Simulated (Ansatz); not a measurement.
# How TaN stores the work of compression

Theory: Ansatz 0.2.0, DFT PBEsol, scalar-relativistic, plane waves, PAW. Run with 420 eV cutoff, 12×12×12 k-mesh, Gaussian smearing of 0.10 eV, no spin polarisation.

The relaxed crystal:

```xyz
6
Lattice="5.2051 0.0000 0.0000 -2.6025 4.5077 0.0000 0.0000 0.0000 2.9036" Properties=species:S:1:pos:R:3 pbc="T T T"
Ta    0.0000    0.0000    0.0000
Ta    0.0000    3.0052    1.4518
Ta    2.6025    1.5026    1.4518
N     2.6025    0.0000    0.0000
N     1.3013    2.2539    0.0000
N    -1.3013    2.2539    0.0000
```

Cell and atoms were relaxed at each target pressure within the start's symmetry (P6/mmm), at zero temperature; other phases can be more stable under pressure. H = E + PV with P the target; E is the free energy at the smearing used, whose derivative the pressure is, per atom and counted from zero pressure.

Spin–orbit coupling is left out, which can shift energies with elements as heavy as these.

```csv
P (GPa),V (Å³/atom),E − E0 (meV),H − H0 (meV)
0,11.355,0.0,0.0
3,11.243,1.1,211.6
8,11.069,7.0,559.7
15,10.847,22.9,1038.4
30,10.434,80.2,2034.0
60,9.788,258.8,3924.3
```

**Question.** Thermodynamics gives dH/dP = V along a relaxed path. Integrate V over P by the trapezoid rule and compare with the computed enthalpies.

**Answer.** With 1 eV/Å³ = 160.22 GPa, each step adds the mean volume times ΔP / 160.22:
```csv
P (GPa),∫V dP (meV),H − H0 (meV),difference (meV)
3,211.6,211.6,0.0
8,559.7,559.7,0.0
15,1038.5,1038.4,0.1
30,2034.7,2034.0,0.6
60,3927.9,3924.3,3.7
```

V(P) curves upward, so the trapezoid rule runs high; integrating a smooth curve through the same points (P as a polynomial of degree 4 in ln V) puts that excess at about 3.7 meV at 60 GPa, against the 3.7 meV found.

**Question.** At 60 GPa, how much of the enthalpy change is stored energy and how much is the PV term?

**Answer.** E rises by 259 meV/atom and PV is 60 × 9.788 / 160.22 = 3665 meV/atom, so PV makes 93 % of ΔH. So between rival structures at high pressure a small difference in volume can outweigh the difference in energy: 1 % of this volume is worth 36.7 meV/atom at this pressure.

**Question.** What bulk modulus do the lowest pressures give, and how is the compression shared among the axes?

**Answer.** From the pressures that the runs reached, -3.00 GPa (11.472 Å³) and 3.00 GPa (11.243 Å³), B = −ΔP/Δln V = 6.00 / 0.0201 = 298 GPa, a mean over that range. The linear compressibilities −Δln(length)/ΔP are 1.43 along a, 1.43 along b, 0.50 along c (in TPa⁻¹). With fixed angles they add up to 1/B: 3.35 against 3.35. Softest: a and b, at 43 % of the volume change per axis.

This form isn't the usual stable structure of the compound.